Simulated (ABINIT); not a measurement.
# GaAs (F-43m): Raman and infrared activity

Wanted: vibrational spectra of GaAs (F-43m) from linear and non-linear response.

Method: DFT LDA, scalar-relativistic, plane waves, HGH norm-conserving pseudopotentials, in ABINIT 10.8.3.

## (1) Set-up

The structure is cubic, space group F-43m (No. 216). Conventional cell: a = 5.654 Å, b = 5.654 Å, c = 5.654 Å, α = 90.00°, β = 90.00°, γ = 90.00°. Ga has 4 As at 2.45 Å nearest. Nearest to As lie 4 Ga at 2.45 Å. Farther neighbours are not listed.

## (2) A first look

A first run with smearing and empty bands tells whether the crystal has a gap, which decides between fixed occupations and smearing later on.

Contents of probe.abi:

```
# ground state
tolvrs 1.0d-08
prtden 1
prtwf 1

# basis, mesh and filling
ecut 20.0
ixc 7
ngkpt 6 6 6
nshiftk 1
shiftk 0.0 0.0 0.0
istwfk *1
occopt 7
tsmear 0.005
nband 9
nstep 100
diemac 9.0
prtebands 0
prtgsr 0

# cell and atoms
acell 3*1.0 Angstrom
rprim 
    -2.82685 0.0 2.82685
    0.0 2.82685 2.82685
    -2.82685 2.82685 0.0
ntypat 2
znucl 31 33
natom 2
typat 1 2
xred 
    0.0 0.0 0.0
    0.25 0.25 0.25
pp_dirpath "./pseudo"
pseudos "Ga.hgh, As.hgh"
```

Started as:

```bash
> OMP_NUM_THREADS=1 mpirun -n 4 abinit probe.abi > probe.log
```

Numbers of over 12 decimals in the logs are rounded to 6 here.

probe.abo, the main output file:

```text
[banners, grids, parts of the stress and lines that vanish by symmetry left out]
- input  file    -> probe.abi
- output file    -> probe.abo
- root for input  files -> probei
[...]
Symmetries : space group F-4 3 m (#216); Bravais cF (face-center cubic)
[...]
mpw =        1315          nfft =       32768          nkpt =          16
[...]
== DATASET  1 ==================================================================
[...]
cutoff_energies: {ecut:  20.0, pawecutdg:  -1.0, }
[...]
Exchange-correlation functional for the present dataset will be:
  LDA: Perdew-Wang 92 LSD fit to Ceperley-Alder data - ixc=7
[...]
ETOT  1  -8.656434    -8.656E+00 1.800E-02 1.237E+01
 ETOT  2  -8.662869    -6.435E-03 7.095E-05 4.872E-01
 ETOT  3  -8.662939    -6.999E-05 2.051E-05 4.479E-02
 ETOT  4  -8.662947    -8.163E-06 2.169E-05 1.480E-03
 ETOT  5  -8.662947    -2.056E-07 3.936E-06 7.161E-06
 ETOT  6  -8.662947    -6.085E-10 4.702E-06 1.039E-07
 ETOT  7  -8.662947    -8.342E-12 7.909E-07 3.086E-09
 At SCF step    7       vres2   =  3.09E-09 < tolvrs=  1.00E-08 =>converged.
[...]
sigma(1 1)=  1.59810977E-04  sigma(3 2)=  0.00000000E+00
  sigma(2 2)=  1.59810977E-04  sigma(3 1)=  0.00000000E+00
  sigma(3 3)=  1.59810977E-04  sigma(2 1)=  0.00000000E+00
[...]
convergence: {deltae: -8.342E-12, res2:  3.086E-09, residm:  7.909E-07, diffor: null, }
etotal    :  -8.66294699E+00
[...]
sigma(1 1)=  1.59810977E-04  sigma(3 2)=  0.00000000E+00
  sigma(2 2)=  1.59810977E-04  sigma(3 1)=  0.00000000E+00
  sigma(3 3)=  1.59810977E-04  sigma(2 1)=  0.00000000E+00
[...]
- sigma(1 1)=  4.70180128E+00  sigma(3 2)=  0.00000000E+00
- sigma(2 2)=  4.70180128E+00  sigma(3 1)=  0.00000000E+00
- sigma(3 3)=  4.70180128E+00  sigma(2 1)=  0.00000000E+00
[...]
fcart     -0.0000000000E+00 -0.0000000000E+00 -0.0000000000E+00
           strten      1.5981097741E-04  1.5981097741E-04  1.5981097741E-04
================================================================================

[key lines of the parts left out:]
pressure_GPa:  -4.7018E+00
```

The job ended after 1.6 s (4 MPI ranks of Arm Neoverse V1, shared host; 5.9 s of CPU time).

Read from the output:

```yaml
volume_per_atom: 22.59 Å³
pressure: -4.702 GPa
gap_on_the_k_mesh: 0.4702 eV
```

A gap of 0.47 eV opens on this mesh, so the crystal is taken as an insulator; the printed pressure holds the stress of the finite basis too.

## (3) Relaxing the cell and atoms

The harmonic expansion needs vanishing forces, and a free crystal bears no stress, so cell and atoms are brought to rest. Stress is more sensitive to the basis than forces are: the last 3 Ha under the cutoff are smoothed with ecutsm, and the cutoff is raised above that of the later runs.

Contents of relax.abi:

```
# relaxation
ionmov 2
optcell 2
dilatmx 1.08
ntime 40
tolmxf 1.0d-05
tolvrs 1.0d-14
prtwf 0
prtden 0
chksymtnons 0

# basis, mesh and filling
ecut 26.0
ecutsm 3.0
ixc 7
ngkpt 12 12 12
nshiftk 1
shiftk 0.0 0.0 0.0
istwfk *1
occopt 1
nband 4
nstep 100
diemac 9.0
prtebands 0
prtgsr 0

# cell and atoms
acell 3*1.0 Angstrom
rprim 
    -2.82685 0.0 2.82685
    0.0 2.82685 2.82685
    -2.82685 2.82685 0.0
ntypat 2
znucl 31 33
natom 2
typat 1 2
xred 
    0.0 0.0 0.0
    0.25 0.25 0.25
pp_dirpath "./pseudo"
pseudos "Ga.hgh, As.hgh"
```

Started as:

```bash
> OMP_NUM_THREADS=1 mpirun -n 4 abinit relax.abi > relax.log
```

relax.abo, the main output file:

```text
[banners, grids, parts of the stress and lines that vanish by symmetry left out]
- input  file    -> relax.abi
- output file    -> relax.abo
- root for input  files -> relaxi
[...]
Symmetries : space group F-4 3 m (#216); Bravais cF (face-center cubic)
[...]
mpw =        2468          nfft =       64000          nkpt =          72
[...]
== DATASET  1 ==================================================================
[...]
cutoff_energies: {ecut:  26.0, pawecutdg:  -1.0, }
[...]
Exchange-correlation functional for the present dataset will be:
  LDA: Perdew-Wang 92 LSD fit to Ceperley-Alder data - ixc=7
[...]
ETOT  1  -8.658867    -8.659E+00 1.540E-02 2.390E+01
 ETOT  2  -8.664454    -5.588E-03 1.836E-04 7.379E-01
 ETOT  3  -8.664505    -5.054E-05 3.096E-05 6.641E-02
 ETOT  4  -8.664511    -6.271E-06 2.373E-05 2.641E-03
 ETOT  5  -8.664511    -2.829E-07 4.601E-06 1.072E-05
[...]
At SCF step   14       vres2   =  2.01E-15 < tolvrs=  1.00E-14 =>converged.
[...]
sigma(1 1)=  1.49711678E-04  sigma(3 2)=  0.00000000E+00
  sigma(2 2)=  1.49711678E-04  sigma(3 1)=  0.00000000E+00
  sigma(3 3)=  1.49711678E-04  sigma(2 1)=  0.00000000E+00
[...]
convergence: {deltae: -1.345E-11, res2:  2.012E-15, residm:  1.442E-09, diffor: null, }
etotal    :  -8.66451141E+00
[...]
ETOT  1  -8.665032    -8.665E+00 2.993E-01 3.623E-01
[...]
At SCF step    9       vres2   =  2.05E-16 < tolvrs=  1.00E-14 =>converged.
[...]
sigma(1 1)=  1.23508749E-04  sigma(3 2)=  0.00000000E+00
  sigma(2 2)=  1.23508749E-04  sigma(3 1)=  0.00000000E+00
  sigma(3 3)=  1.23508749E-04  sigma(2 1)=  0.00000000E+00
[...]
convergence: {deltae:  2.309E-13, res2:  2.048E-16, residm:  7.629E-16, diffor: null, }
etotal    :  -8.66507080E+00
[...]
ETOT  1  -8.665420    -8.665E+00 1.040E-02 6.470E+00
[...]
At SCF step    9       vres2   =  1.27E-15 < tolvrs=  1.00E-14 =>converged.
[...]
sigma(1 1)= -1.51071497E-05  sigma(3 2)=  0.00000000E+00
  sigma(2 2)= -1.51071497E-05  sigma(3 1)=  0.00000000E+00
  sigma(3 3)= -1.51071497E-05  sigma(2 1)=  0.00000000E+00
[...]
convergence: {deltae:  6.395E-14, res2:  1.269E-15, residm:  1.465E-17, diffor: null, }
etotal    :  -8.66608519E+00
[...]
ETOT  1  -8.666090    -8.666E+00 1.032E-09 7.072E-02
[...]
At SCF step    8       vres2   =  5.53E-15 < tolvrs=  1.00E-14 =>converged.
[...]
sigma(1 1)=  1.18869073E-06  sigma(3 2)=  0.00000000E+00
  sigma(2 2)=  1.18869073E-06  sigma(3 1)=  0.00000000E+00
  sigma(3 3)=  1.18869073E-06  sigma(2 1)=  0.00000000E+00
[...]
convergence: {deltae:  8.171E-14, res2:  5.531E-15, residm:  6.863E-18, diffor: null, }
etotal    :  -8.66609744E+00
[...]
ETOT  1  -8.666097    -8.666E+00 2.284E-08 3.799E-04
[...]
ETOT  6  -8.666098    -3.499E-13 4.504E-17 1.554E-12
 ETOT  7  -8.666098     1.403E-13 2.145E-18 8.430E-15
 At SCF step    7       vres2   =  8.43E-15 < tolvrs=  1.00E-14 =>converged.
[...]
sigma(1 1)=  9.75496962E-09  sigma(3 2)=  0.00000000E+00
  sigma(2 2)=  9.75496962E-09  sigma(3 1)=  0.00000000E+00
  sigma(3 3)=  9.75496962E-09  sigma(2 1)=  0.00000000E+00
[...]
convergence: {deltae:  1.403E-13, res2:  8.430E-15, residm:  2.145E-18, diffor: null, }
etotal    :  -8.66609752E+00
[...]
At Broyd/MD step   5, gradients are converged :
[...]
sigma(1 1)=  9.75496962E-09  sigma(3 2)=  0.00000000E+00
  sigma(2 2)=  9.75496962E-09  sigma(3 1)=  0.00000000E+00
  sigma(3 3)=  9.75496962E-09  sigma(2 1)=  0.00000000E+00
[...]
- sigma(1 1)=  2.87001115E-04  sigma(3 2)=  0.00000000E+00
- sigma(2 2)=  2.87001115E-04  sigma(3 1)=  0.00000000E+00
- sigma(3 3)=  2.87001115E-04  sigma(2 1)=  0.00000000E+00
[...]
fcart     -0.0000000000E+00 -0.0000000000E+00 -0.0000000000E+00
           strten      9.7549696216E-09  9.7549696214E-09  9.7549696216E-09
================================================================================

[key lines of the parts left out:]
pressure_GPa:  -2.8700E-04
Total energy (etotal) [Ha]= -8.66609751822920E+00
```

Run time: 32 s. Hardware: 4 MPI ranks.

Step by step:

| step | energy less that of the first step (eV) | largest force (eV/Å) | volume (Å³) |
| --- | --- | --- | --- |
| 1 | 0.0000 | 0.0000 | 45.18 |
| 2 | -0.0152 | 0.0000 | 44.57 |
| 3 | -0.0428 | 0.0000 | 41.99 |
| 4 | -0.0432 | 0.0000 | 42.25 |
| 5 | -0.0432 | 0.0000 | 42.23 |

| conventional cell, symmetrised | before | after | change |
| --- | --- | --- | --- |
| a (Å) | 5.654 | 5.528 | -2.2 % |
| b (Å) | 5.654 | 5.528 | -2.2 % |
| c (Å) | 5.654 | 5.528 | -2.2 % |
| volume (Å³/atom) | 22.59 | 21.11 | -6.5 % |

The relaxed structure:

```xyz
2
Lattice="-2.7639 0.0000 2.7639 0.0000 2.7639 2.7639 -2.7639 2.7639 0.0000" Properties=species:S:1:pos:R:3 pbc="T T T"
Ga    0.0000    0.0000    0.0000
As   -1.3820    1.3820    1.3820
```

Read from the output:

```
volume per atom : 21.11 Å³
pressure        : -2.87e-4 GPa
```

The volume changes by -6.5 % in this run and stands -6.5 % from the first cell.

## (4) Self-consistent run for the response

The response is built on these wavefunctions, so the potential is converged far more tightly than an energy would need. The mesh is shifted off Γ, since shifted meshes converge sums over the zone faster.

Contents of gs.abi:

```
# ground state
tolvrs 1.0d-16
prtden 1
prtwf 1

# basis, mesh and filling
ecut 20.0
ixc 7
ngkpt 8 8 8
nshiftk 4
shiftk 
    0.5 0.5 0.5
    0.5 0.0 0.0
    0.0 0.5 0.0
    0.0 0.0 0.5
istwfk *1
occopt 1
nband 4
nstep 100
diemac 9.0
prtebands 0
prtgsr 0

# cell and atoms
acell 3*1.0 Angstrom
rprim 
    -2.763938636 0.0 2.763938636
    0.0 2.763938636 2.763938636
    -2.763938636 2.763938636 0.0
ntypat 2
znucl 31 33
natom 2
typat 1 2
xred 
    0.0 0.0 0.0
    0.25 0.25 0.25
pp_dirpath "./pseudo"
pseudos "Ga.hgh, As.hgh"
```

Started as:

```bash
> OMP_NUM_THREADS=1 mpirun -n 4 abinit gs.abi > gs.log
```

gs.abo, the main output file:

```text
[banners, grids, parts of the stress and lines that vanish by symmetry left out]
- input  file    -> gs.abi
- output file    -> gs.abo
- root for input  files -> gsi
[...]
Symmetries : space group F-4 3 m (#216); Bravais cF (face-center cubic)
[...]
mpw =        1243          nfft =       27000          nkpt =          60
[...]
== DATASET  1 ==================================================================
[...]
cutoff_energies: {ecut:  20.0, pawecutdg:  -1.0, }
[...]
Exchange-correlation functional for the present dataset will be:
  LDA: Perdew-Wang 92 LSD fit to Ceperley-Alder data - ixc=7
[...]
ETOT  1  -8.661770    -8.662E+00 1.717E-02 1.092E+01
 ETOT  2  -8.665427    -3.657E-03 9.019E-06 3.482E-01
 ETOT  3  -8.665481    -5.385E-05 6.788E-07 2.556E-02
 ETOT  4  -8.665486    -5.175E-06 9.964E-08 8.321E-04
 ETOT  5  -8.665486    -1.442E-07 4.847E-09 3.671E-06
[...]
ETOT 10  -8.665486     1.599E-14 7.846E-15 4.010E-15
 ETOT 11  -8.665486    -5.862E-14 5.264E-16 4.089E-17
 At SCF step   11       vres2   =  4.09E-17 < tolvrs=  1.00E-16 =>converged.
[...]
sigma(1 1)=  8.85514063E-06  sigma(3 2)=  0.00000000E+00
  sigma(2 2)=  8.85514063E-06  sigma(3 1)=  0.00000000E+00
  sigma(3 3)=  8.85514063E-06  sigma(2 1)=  0.00000000E+00
[...]
convergence: {deltae: -5.862E-14, res2:  4.089E-17, residm:  5.264E-16, diffor: null, }
etotal    :  -8.66548617E+00
[...]
sigma(1 1)=  8.85514063E-06  sigma(3 2)=  0.00000000E+00
  sigma(2 2)=  8.85514063E-06  sigma(3 1)=  0.00000000E+00
  sigma(3 3)=  8.85514063E-06  sigma(2 1)=  0.00000000E+00
[...]
- sigma(1 1)=  2.60527232E-01  sigma(3 2)=  0.00000000E+00
- sigma(2 2)=  2.60527232E-01  sigma(3 1)=  0.00000000E+00
- sigma(3 3)=  2.60527232E-01  sigma(2 1)=  0.00000000E+00
[...]
fcart     -0.0000000000E+00 -0.0000000000E+00 -0.0000000000E+00
           strten      8.8551406274E-06  8.8551406274E-06  8.8551406274E-06
================================================================================

[key lines of the parts left out:]
pressure_GPa:  -2.6053E-01
```

It took 3.6 s on 4 MPI ranks.

Numbers from this step:

| Property | Result |
| --- | --- |
| pressure | -0.2605 GPa |

The cell stands at -0.26 GPa: the relaxation ran with a smoothed and higher cutoff and on another k mesh.

## (5) Empty bands

Empty bands on the ground state's density check that the gap assumed so far is there in this cell.

Contents of gap.abi:

```
# empty bands on the ground state's density
iscf -2
getden_filepath "gso_DEN"
tolwfr 1.0d-12
nbdbuf 2
prtwf 0

# basis, mesh and filling
ecut 20.0
ixc 7
ngkpt 12 12 12
nshiftk 1
shiftk 0.0 0.0 0.0
istwfk *1
occopt 1
nband 8
nstep 100
diemac 9.0
prtebands 0
prtgsr 0

# cell and atoms
acell 3*1.0 Angstrom
rprim 
    -2.763938636 0.0 2.763938636
    0.0 2.763938636 2.763938636
    -2.763938636 2.763938636 0.0
ntypat 2
znucl 31 33
natom 2
typat 1 2
xred 
    0.0 0.0 0.0
    0.25 0.25 0.25
pp_dirpath "./pseudo"
pseudos "Ga.hgh, As.hgh"
```

Started as:

```bash
> OMP_NUM_THREADS=1 mpirun -n 4 abinit gap.abi > gap.log
```

gap.abo, the main output file:

```text
[banners, grids, parts of the stress and lines that vanish by symmetry left out]
- input  file    -> gap.abi
- output file    -> gap.abo
- root for input  files -> gapi
[...]
Symmetries : space group F-4 3 m (#216); Bravais cF (face-center cubic)
[...]
mpw =        1243          nfft =       27000          nkpt =          72
[...]
== DATASET  1 ==================================================================
[...]
cutoff_energies: {ecut:  20.0, pawecutdg:  -1.0, }
[...]
Exchange-correlation functional for the present dataset will be:
  LDA: Perdew-Wang 92 LSD fit to Ceperley-Alder data - ixc=7
[...]
-outvars: echo values of variables after computation
            acell      1.8897261259E+00  1.8897261259E+00  1.8897261259E+00 Bohr
================================================================================
```

It took 3.1 s on 4 MPI ranks.

Numbers from this step:

```yaml
gap_on_the_k_mesh: 1.026 eV
```

In this cell the gap on the mesh is 1.0 eV, direct, so fixed occupations hold.

(Continued in part 2 of 2.)

[Host names and launcher messages were left out of these logs when they were recorded.]

[Logs are printed without paths, hosts, clocks, repeated set-up lines and the standing remarks that a program may print on its own settings, such as how far it seeks lower states.]

[Hosts, paths, dates, database ids (printed as entryN), source tags and the programs' standing remarks are cut or masked in the printed files.]
